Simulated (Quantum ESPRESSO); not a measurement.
# GaN (P6_3mc) in Quantum ESPRESSO: a series of runs

Runs on GaN. Level: PBE. Tasks: band structure.

Program: Quantum ESPRESSO 7.5. These are calculated values, not measurements. Logs are shortened: lines on timing, memory, paths and dates and some standing lists are left out, and cuts for length are marked.

**What was measured.**

From “Studying electronic properties in GaN without electrical contacts using γ-γ vs e−-γ Perturbed Angular Correlations”, 2019, pmc:6823545, for a bulk crystal of GaN: band gap 3.503 ± 0.005 eV (direct).

The runs below are set against these values where they give the same quantity.

## Step 1: The structure

It takes space group P6_3mc (No. 186, hexagonal). The conventional cell has a = 3.180 Å, b = 3.180 Å, c = 5.166 Å, α = 90.00°, β = 90.00°, γ = 120.00°. Around Ga (site symmetry 3m) lie 4 N at 1.94 to 1.95 Å. Around N (site symmetry 3m) lie 4 Ga at 1.94 to 1.95 Å.

## Step 2: Band structure, PBE

File pw.in:

```
&CONTROL
  calculation = 'scf'
  prefix = 'pwscf'
  outdir = './tmp'
  pseudo_dir = './pseudo'
  tprnfor = .true.
  tstress = .true.
  disk_io = 'low'
/
&SYSTEM
  ibrav = 0
  celldm(1) = 8
  nat = 4
  ntyp = 2
  ecutwfc = 84
  nbnd = 26
  occupations = 'smearing'
  smearing = 'fd'
  degauss = 0.00367493
/
&ELECTRONS
  conv_thr = 8d-10
  electron_maxstep = 120
  mixing_beta = 0.5
/
ATOMIC_SPECIES
Ga    69.7230 Ga.upf
N     14.0070 N.upf
CELL_PARAMETERS alat
  0.7511661345387   0.0000000000000   0.0000000000000
 -0.3755830672694   0.6505289549650   0.0000000000000
  0.0000000000000   0.0000000000000   1.2202906449771
ATOMIC_POSITIONS crystal
Ga     0.6666666667    0.3333333333    0.5000000000
Ga     0.3333333333    0.6666666667    0.0000000000
N      0.6666666667    0.3333333333    0.8750000000
N      0.3333333333    0.6666666667    0.3750000000
K_POINTS automatic
10 10 5 0 0 0
```

File bands.in:

```
&CONTROL
  calculation = 'bands'
  prefix = 'pwscf'
  outdir = './tmp'
  pseudo_dir = './pseudo'
  disk_io = 'low'
  verbosity = 'high'
/
&SYSTEM
  ibrav = 0
  celldm(1) = 8
  nat = 4
  ntyp = 2
  ecutwfc = 84
  nbnd = 26
  occupations = 'smearing'
  smearing = 'fd'
  degauss = 0.00367493
/
&ELECTRONS
  conv_thr = 1d-08
  electron_maxstep = 120
  mixing_beta = 0.5
  diago_full_acc = .true.
  startingwfc = 'random'
/
ATOMIC_SPECIES
Ga    69.7230 Ga.upf
N     14.0070 N.upf
CELL_PARAMETERS alat
  0.7511661345387   0.0000000000000   0.0000000000000
 -0.3755830672694   0.6505289549650   0.0000000000000
  0.0000000000000   0.0000000000000   1.2202906449771
ATOMIC_POSITIONS crystal
Ga     0.6666666667    0.3333333333    0.5000000000
Ga     0.3333333333    0.6666666667    0.0000000000
N      0.6666666667    0.3333333333    0.8750000000
N      0.3333333333    0.6666666667    0.3750000000
K_POINTS crystal
60
 0.0000000000  0.0000000000  0.0000000000 1
 0.0714285714  0.0000000000  0.0000000000 1
 0.1428571429  0.0000000000  0.0000000000 1
 0.2142857143  0.0000000000  0.0000000000 1
 0.2857142857  0.0000000000  0.0000000000 1
 0.3571428571  0.0000000000  0.0000000000 1
 0.4285714286  0.0000000000  0.0000000000 1
 0.5000000000  0.0000000000  0.0000000000 1
 0.4583333333  0.0833333333  0.0000000000 1
 0.4166666667  0.1666666667  0.0000000000 1
 0.3750000000  0.2500000000  0.0000000000 1
 0.3333333333  0.3333333333  0.0000000000 1
 0.2962962963  0.2962962963  0.0000000000 1
 0.2592592593  0.2592592593  0.0000000000 1
 0.2222222222  0.2222222222  0.0000000000 1
 0.1851851852  0.1851851852  0.0000000000 1
 0.1481481481  0.1481481481  0.0000000000 1
 0.1111111111  0.1111111111  0.0000000000 1
 0.0740740741  0.0740740741  0.0000000000 1
 0.0370370370  0.0370370370  0.0000000000 1
 0.0000000000  0.0000000000  0.0000000000 1
 0.0000000000  0.0000000000  0.1250000000 1
 0.0000000000  0.0000000000  0.2500000000 1
 0.0000000000  0.0000000000  0.3750000000 1
 0.0000000000  0.0000000000  0.5000000000 1
 0.0625000000  0.0000000000  0.5000000000 1
 0.1250000000  0.0000000000  0.5000000000 1
 0.1875000000  0.0000000000  0.5000000000 1
 0.2500000000  0.0000000000  0.5000000000 1
 0.3125000000  0.0000000000  0.5000000000 1
 0.3750000000  0.0000000000  0.5000000000 1
 0.4375000000  0.0000000000  0.5000000000 1
 0.5000000000  0.0000000000  0.5000000000 1
 0.4666666667  0.0666666667  0.5000000000 1
 0.4333333333  0.1333333333  0.5000000000 1
 0.4000000000  0.2000000000  0.5000000000 1
 0.3666666667  0.2666666667  0.5000000000 1
 0.3333333333  0.3333333333  0.5000000000 1
 0.3030303030  0.3030303030  0.5000000000 1
 0.2727272727  0.2727272727  0.5000000000 1
 0.2424242424  0.2424242424  0.5000000000 1
 0.2121212121  0.2121212121  0.5000000000 1
 0.1818181818  0.1818181818  0.5000000000 1
 0.1515151515  0.1515151515  0.5000000000 1
 0.1212121212  0.1212121212  0.5000000000 1
 0.0909090909  0.0909090909  0.5000000000 1
 0.0606060606  0.0606060606  0.5000000000 1
 0.0303030303  0.0303030303  0.5000000000 1
 0.0000000000  0.0000000000  0.5000000000 1
 0.5000000000  0.0000000000  0.5000000000 1
 0.5000000000  0.0000000000  0.4000000000 1
 0.5000000000  0.0000000000  0.3000000000 1
 0.5000000000  0.0000000000  0.2000000000 1
 0.5000000000  0.0000000000  0.1000000000 1
 0.5000000000  0.0000000000  0.0000000000 1
 0.3333333333  0.3333333333  0.0000000000 1
 0.3333333333  0.3333333333  0.1250000000 1
 0.3333333333  0.3333333333  0.2500000000 1
 0.3333333333  0.3333333333  0.3750000000 1
 0.3333333333  0.3333333333  0.5000000000 1
```

Potentials or basis: PseudoDojo 0.4.1 SR PBE standard.

Command:

```bash
> OMP_NUM_THREADS=1 pw.x -in pw.in > pw.out
> OMP_NUM_THREADS=1 pw.x -in bands.in > bands.out
```

pw.out:

```text
This program is part of the open-source Quantum ESPRESSO suite
     for quantum simulation of materials; please cite
[... 9 lines left out ...]
     --------------------
     sticks:   dense  smooth     PW     G-vecs:    dense   smooth      PW
     Sum         847     847    241                31863    31863    4927

     Using Slab Decomposition

     bravais-lattice index     =            0
     lattice parameter (alat)  =       8.0000  a.u.
     unit-cell volume          =     305.3064 (a.u.)^3
     number of atoms/cell      =            4
     number of atomic types    =            2
     number of electrons       =        36.00
     number of Kohn-Sham states=           26
     kinetic-energy cutoff     =      84.0000  Ry
     charge density cutoff     =     336.0000  Ry
     scf convergence threshold =      8.0E-10
     mixing beta               =       0.5000
     number of iterations used =            8  plain     mixing
     Exchange-correlation= PBE
                           (   1   4   3   4   0   0   0)

     celldm(1)=   8.000000  celldm(2)=   0.000000  celldm(3)=   0.000000
     celldm(4)=   0.000000  celldm(5)=   0.000000  celldm(6)=   0.000000

     crystal axes: (cart. coord. in units of alat)
               a(1) = (   0.751166   0.000000   0.000000 )
               a(2) = (  -0.375583   0.650529   0.000000 )
               a(3) = (   0.000000   0.000000   1.220291 )

     reciprocal axes: (cart. coord. in units 2 pi/alat)
               b(1) = (  1.331263  0.768605 -0.000000 )
               b(2) = (  0.000000  1.537211  0.000000 )
               b(3) = (  0.000000 -0.000000  0.819477 )

     PseudoPot. # 1 for Ga read from file:
     Ga.upf
     Pseudo is Norm-conserving + core correction, Zval = 13.0
     Generated using ONCVPSP code by D. R. Hamann
     Using radial grid of 1902 points,  6 beta functions with:
                l(1) =   0
                l(2) =   0
                l(3) =   1
                l(4) =   1
                l(5) =   2
                l(6) =   2

     PseudoPot. # 2 for N  read from file:
     N.upf
     Pseudo is Norm-conserving + core correction, Zval =  5.0
     Generated using ONCVPSP code by D. R. Hamann
     Using radial grid of 1058 points,  4 beta functions with:
                l(1) =   0
                l(2) =   0
                l(3) =   1
                l(4) =   1

     atomic species   valence    mass     pseudopotential
     Ga               13.00    69.72300     Ga( 1.00)
     N                 5.00    14.00700     N ( 1.00)

     12 Sym. Ops. (no inversion) found ( 6 have fractional translation)

   Cartesian axes

     site n.     atom                  positions (alat units)
         1        Ga     tau(   1) = (   0.3755831   0.2168430   0.6101453  )
         2        Ga     tau(   2) = (  -0.0000000   0.4336860   0.0000000  )
         3        N      tau(   3) = (   0.3755831   0.2168430   1.0677543  )
         4        N      tau(   4) = (  -0.0000000   0.4336860   0.4576090  )

     number of k points=    42  Fermi-Dirac smearing, width (Ry)=  0.0037
                       cart. coord. in units 2pi/alat
        k(    1) = (   0.0000000   0.0000000   0.0000000), wk =   0.0040000
        k(    2) = (   0.0000000   0.0000000   0.1638954), wk =   0.0080000
        k(    3) = (   0.0000000   0.0000000   0.3277908), wk =   0.0080000
        k(    4) = (   0.0000000   0.1537211   0.0000000), wk =   0.0240000
        k(    5) = (   0.0000000   0.1537211   0.1638954), wk =   0.0480000
        k(    6) = (   0.0000000   0.1537211   0.3277908), wk =   0.0480000
[... 34 lines left out ...]
        k(   41) = (   0.3993790   0.6917448   0.1638954), wk =   0.0480000
        k(   42) = (   0.3993790   0.6917448   0.3277908), wk =   0.0480000

     Dense  grid:    31863 G-vectors     FFT dimensions: (  36,  36,  60)

     Initial potential from superposition of free atoms

     starting charge      35.9946, renormalised to      36.0000
     Starting wfcs are   26 randomized atomic wfcs

     Self-consistent Calculation

     iteration #  1     ecut=    84.00 Ry     beta= 0.50
     Davidson diagonalization with overlap
     ethr =  1.00E-02,  avg # of iterations =  4.2

     total energy              =    -347.17708015 Ry
     estimated scf accuracy    <       1.04424590 Ry

     iteration #  2     ecut=    84.00 Ry     beta= 0.50
     Davidson diagonalization with overlap
     ethr =  2.90E-03,  avg # of iterations =  2.0

     total energy              =    -347.48717139 Ry
     estimated scf accuracy    <       0.19330998 Ry

     iteration #  3     ecut=    84.00 Ry     beta= 0.50
     Davidson diagonalization with overlap
     ethr =  5.37E-04,  avg # of iterations =  2.0

     negative rho (up, down):  1.389E-06 0.000E+00

     total energy              =    -347.51888652 Ry
     estimated scf accuracy    <       0.00698527 Ry

     iteration #  4     ecut=    84.00 Ry     beta= 0.50
     Davidson diagonalization with overlap
     ethr =  1.94E-05,  avg # of iterations =  4.7

     total energy              =    -347.51948421 Ry
     estimated scf accuracy    <       0.00139369 Ry

     iteration #  5     ecut=    84.00 Ry     beta= 0.50
     Davidson diagonalization with overlap
     ethr =  3.87E-06,  avg # of iterations =  1.8

     total energy              =    -347.51955020 Ry
     estimated scf accuracy    <       0.00009846 Ry

     iteration #  6     ecut=    84.00 Ry     beta= 0.50
     Davidson diagonalization with overlap
     ethr =  2.73E-07,  avg # of iterations =  2.3
[... 29 lines left out ...]
     total energy              =    -347.51958314 Ry
     estimated scf accuracy    <       0.00000002 Ry

     iteration # 11     ecut=    84.00 Ry     beta= 0.50
     Davidson diagonalization with overlap
     ethr =  2.73E-11,  avg # of iterations =  2.0

     total energy              =    -347.51958315 Ry
     estimated scf accuracy    <          2.8E-09 Ry

     iteration # 12     ecut=    84.00 Ry     beta= 0.50
     Davidson diagonalization with overlap
     ethr =  7.77E-12,  avg # of iterations =  2.0

     End of self-consistent calculation

          k = 0.0000 0.0000 0.0000 (  3995 PWs)   bands (ev):

    -5.2384  -4.3389  -2.7823  -2.7619  -2.7619  -2.6998  -2.6998  -2.5157
    -2.5157  -2.4143  -2.4143  -1.1087   3.6743   9.7445   9.7445  10.7427
    10.8028  10.8028  12.8097  15.1420  20.0685  20.7740  20.7740  21.7028
    22.6150  22.6150

          k = 0.0000 0.0000 0.1639 (  3965 PWs)   bands (ev):

    -5.1222  -4.3809  -2.7599  -2.7599  -2.7475  -2.7092  -2.7092  -2.5024
    -2.5024  -2.4208  -2.4208  -1.5064   4.3937   9.6818   9.8410   9.8410
    10.6972  10.6972  13.6808  15.2168  19.8041  20.8200  20.8230  20.8230
    22.2588  22.2588

          k = 0.0000 0.0000 0.3278 (  3970 PWs)   bands (ev):

    -4.8332  -4.5402  -2.7501  -2.7501  -2.7306  -2.7306  -2.5881  -2.4718
    -2.4718  -2.4408  -2.4408  -2.1693   6.0064   7.8859  10.0980  10.0980
    10.4251  10.4251  14.7911  15.2711  19.3772  19.6430  21.0646  21.0646
    21.5876  21.5876
[... 73 lines left out ...]
    -4.3750  -4.1947  -2.7225  -2.6743  -2.6256  -2.5656  -2.5328  -2.4782
    -2.4407  -2.4026  -1.6169  -0.6828   4.3965   5.5691   6.9275   8.3125
     9.2729   9.7164  15.3726  16.2419  18.0504  18.9977  21.1113  21.6648
    22.1676  24.3211

          k = 0.0000 0.6149 0.3278 (  3972 PWs)   bands (ev):

    -4.2849  -4.2166  -2.7251  -2.6908  -2.6283  -2.5729  -2.5197  -2.4791
    -2.4335  -2.4199  -1.4029  -1.0501   4.4454   4.9133   8.2052   8.7092
     9.2107   9.2412  15.1538  15.8465  18.4527  18.9195  20.8834  21.0033
    22.5091  23.5178

          k = 0.0000-0.7686 0.0000 (  3992 PWs)   bands (ev):

    -4.3567  -4.1871  -2.7175  -2.6923  -2.5972  -2.5557  -2.5033  -2.4970
    -2.4242  -2.3898  -1.2336  -0.6771   4.3281   5.5213   6.5397   8.0313
     8.5480   9.8185  15.9117  16.4448  16.9026  19.4867  21.2316  21.2652
    23.3268  24.2825

          k = 0.0000-0.7686 0.1639 (  3986 PWs)   bands (ev):

    -4.3227  -4.1856  -2.7269  -2.6731  -2.6201  -2.5698  -2.5173  -2.4630
    -2.4234  -2.3985  -1.1969  -0.7404   4.1112   5.0942   7.1861   8.1794
     8.9517   9.6175  15.3775  15.9589  18.1398  18.9351  21.2144  21.5946
    22.1135  24.5528

          k = 0.0000-0.7686 0.3278 (  3958 PWs)   bands (ev):

    -4.2508  -4.1984  -2.7311  -2.6961  -2.6226  -2.5615  -2.5104  -2.4627
    -2.4203  -2.4125  -1.0823  -0.9045   4.0355   4.4159   8.3796   8.5848
     9.1295   9.1721  15.0020  15.6405  18.4801  18.8632  20.8645  20.9936
    22.5231  23.6472

          k = 0.1331 0.2306 0.0000 (  3969 PWs)   bands (ev):

    -4.9674  -4.2787  -2.7446  -2.7281  -2.6757  -2.6701  -2.6202  -2.5362
    -2.5155  -2.4547  -2.4073  -0.9051   4.0921   8.1010   8.6902   9.4075
    10.4344  10.4527  14.4248  16.5730  19.2434  19.2902  21.5532  21.5726
    21.7194  23.2436

          k = 0.1331 0.2306 0.1639 (  3963 PWs)   bands (ev):

    -4.8688  -4.3055  -2.7396  -2.7227  -2.6790  -2.6737  -2.6164  -2.5067
    -2.4974  -2.4649  -2.4125  -1.2696   4.7078   8.2780   8.4198   9.3000
    10.2453  10.3071  14.7922  16.6214  18.8763  19.2922  20.9526  21.4524
    21.7685  22.8677
[... 143 lines left out ...]
    -4.2368  -4.1948  -2.7398  -2.6195  -2.5930  -2.5474  -2.5050  -2.5038
    -2.4642  -2.4563  -0.8833  -0.5653   4.9110   5.1726   5.9443   7.8550
     8.0234   8.6862  16.5108  17.8995  18.6443  18.9735  20.1767  20.3543
    23.3980  24.4439

          k = 0.3994 0.6917 0.3278 (  3973 PWs)   bands (ev):

    -4.1969  -4.1811  -2.6723  -2.6509  -2.6372  -2.5855  -2.5028  -2.5010
    -2.4641  -2.4546  -0.7880  -0.6640   4.6048   4.7345   6.3994   7.1421
     8.9959   9.2918  17.1506  17.1904  18.1794  18.6784  19.8200  20.0099
    23.9121  24.6132

     the Fermi energy is    11.9085 ev

!    total energy              =    -347.51958315 Ry
     estimated scf accuracy    <          8.2E-11 Ry
     smearing contrib. (-TS)   =      -0.00000000 Ry
     internal energy E=F+TS    =    -347.51958315 Ry

     The total energy is F=E-TS. E is the sum of the following terms:
     one-electron contribution =    -104.36870156 Ry
     hartree contribution      =      87.16613332 Ry
     xc contribution           =     -96.31006653 Ry
     ewald contribution        =    -234.00694837 Ry

     convergence has been achieved in  12 iterations

     Forces acting on atoms (cartesian axes, Ry/au):

     atom    1 type  1   force =    -0.00000000   -0.00000000   -0.00534069
     atom    2 type  1   force =     0.00000000    0.00000000   -0.00534069
     atom    3 type  2   force =     0.00000000    0.00000000    0.00534069
     atom    4 type  2   force =    -0.00000000    0.00000000    0.00534069

     Total force =     0.010681     Total SCF correction =     0.000000

     Computing stress (Cartesian axis) and pressure

          total   stress  (Ry/bohr**3)                   (kbar)     P=       74.69
   0.00045941   0.00000000   0.00000000           67.58        0.00        0.00
   0.00000000   0.00045941   0.00000000            0.00       67.58        0.00
  -0.00000000  -0.00000000   0.00060448           -0.00       -0.00       88.92

=------------------------------------------------------------------------------=
   JOB DONE.
=------------------------------------------------------------------------------=
```

Run time: 2.5 min. Hardware: 1 thread of Intel Xeon Platinum 8223CL at 3.00GHz (Skylake/Cascade Lake), shared host; peak memory 0.14 GiB.

Results:

- Free energy: -4728.2448 eV
- Pressure: 7.5 GPa
- Largest force: 0.137 eV/Å
- Band gap on the k mesh: 2.01 eV, direct
- Band gap along the path: 2.01 eV, direct

Forces in eV/Å, atoms in the order of the input:
```
Ga   0.000  0.000 -0.137
Ga   0.000  0.000 -0.137
N    0.000  0.000  0.137
N    0.000  0.000  0.137
```

Levels at the corners of the path, in eV from the valence-band top:
```
point  band 15  band 16  band 17  band 18  band 19  band 20  band 21  band 22
    Γ    -1.06    -0.06     0.00     0.00     2.01     4.34     9.27     9.97
    M    -4.26    -2.77    -2.25    -0.98     5.11     5.64     6.10     8.68
    K    -5.32    -3.03    -3.03    -2.71     5.16     7.90     7.90     8.45
    Γ    -1.06    -0.06     0.00     0.00     2.01     4.34     9.27     9.97
    A    -0.54    -0.54    -0.54    -0.54     4.33     4.33     8.57     8.57
    L    -1.95    -1.95    -1.92    -1.92     4.46     4.46     7.87     7.87
    H    -4.21    -4.21    -1.50    -1.50     6.53     6.53     7.35     7.35
    A    -0.54    -0.54    -0.54    -0.54     4.33     4.33     8.57     8.57
    L    -1.95    -1.95    -1.92    -1.92     4.46     4.46     7.87     7.87
    M    -4.26    -2.77    -2.25    -0.98     5.11     5.64     6.10     8.68
    K    -5.32    -3.03    -3.03    -2.71     5.16     7.90     7.90     8.45
    H    -4.21    -4.21    -1.50    -1.50     6.53     6.53     7.35     7.35
```

## Step 3: Band structure, PBE, spin-orbit coupling, no magnetisation

Changes to pw.in since step 2:

```diff
@@ -15,3 +15,3 @@
   ecutwfc = 84
-  nbnd = 26
+  nbnd = 52
   occupations = 'smearing'
@@ -19,2 +19,4 @@
   degauss = 0.00367493
+  noncolin = .true.
+  lspinorb = .true.
 /
```

Changes to bands.in since step 2:

```diff
@@ -14,3 +14,3 @@
   ecutwfc = 84
-  nbnd = 26
+  nbnd = 52
   occupations = 'smearing'
@@ -18,2 +18,4 @@
   degauss = 0.00367493
+  noncolin = .true.
+  lspinorb = .true.
 /
```

Potentials or basis: PseudoDojo 0.4 FR PBE standard.

Command:

```bash
> OMP_NUM_THREADS=1 pw.x -in pw.in > pw.out
> OMP_NUM_THREADS=1 pw.x -in bands.in > bands.out
```

Run time: 11 min. Hardware: 1 thread of Intel Xeon Platinum 8223CL at 3.00GHz (Skylake/Cascade Lake), shared host; peak memory 0.45 GiB.

The run converged. Its results:

* Free energy: -4727.5776 eV
* Pressure: 7.6 GPa
* Largest force: 0.137 eV/Å
* Band gap on the k mesh: 2.00 eV, direct
* Band gap along the path: 2.00 eV, direct

Forces in eV/Å, atoms in the order of the input:
```
Ga   0.000  0.000 -0.137
Ga   0.000  0.000 -0.137
N    0.000  0.000  0.137
N    0.000  0.000  0.137
```

Stress tensor (GPa, compression positive):
```
6.87 0.00 0.00
0.00 6.87 0.00
0.00 0.00 9.01
```

Levels at the corners of the path, in eV from the valence-band top:
```
point  band 34  band 35  band 36  band 37  band 38  band 39
    Γ    -0.01     0.00     0.00     2.00     2.00     4.34
    M    -2.26    -0.99    -0.99     5.11     5.11     5.64
    K    -3.01    -2.71    -2.71     5.16     5.16     7.89
    Γ    -0.01     0.00     0.00     2.00     2.00     4.34
    A    -0.54    -0.54    -0.54     4.32     4.32     4.32
    L    -1.92    -1.92    -1.92     4.46     4.46     4.46
    H    -1.51    -1.50    -1.50     6.51     6.51     6.54
    A    -0.54    -0.54    -0.54     4.32     4.32     4.32
    L    -1.92    -1.92    -1.92     4.46     4.46     4.46
    M    -2.26    -0.99    -0.99     5.11     5.11     5.64
    K    -3.01    -2.71    -2.71     5.16     5.16     7.89
    H    -1.51    -1.50    -1.50     6.51     6.51     6.54
```

## Step 4: How close it comes

Step 2. Against the measured gap of GaN, 3.503 eV (direct; quoted in “Studying electronic properties in GaN without electrical contacts using γ-γ vs e−-γ Perturbed Angular Correlations”, 2019, pmc:6823545), the calculated 2.01 eV is off by -1.50 eV. Spin-orbit coupling on Ga is left out. The value is that of PBE, without temperature or zero-point motion. Semilocal functionals fall short of measured gaps as a rule.

Step 3. Measured gap of GaN: 3.503 eV (direct; quoted in “Studying electronic properties in GaN without electrical contacts using γ-γ vs e−-γ Perturbed Angular Correlations”, 2019, pmc:6823545). This calculation gives 2.00 eV (-1.50 eV). The value is that of PBE, without temperature or zero-point motion. Semilocal functionals fall short of measured gaps as a rule.
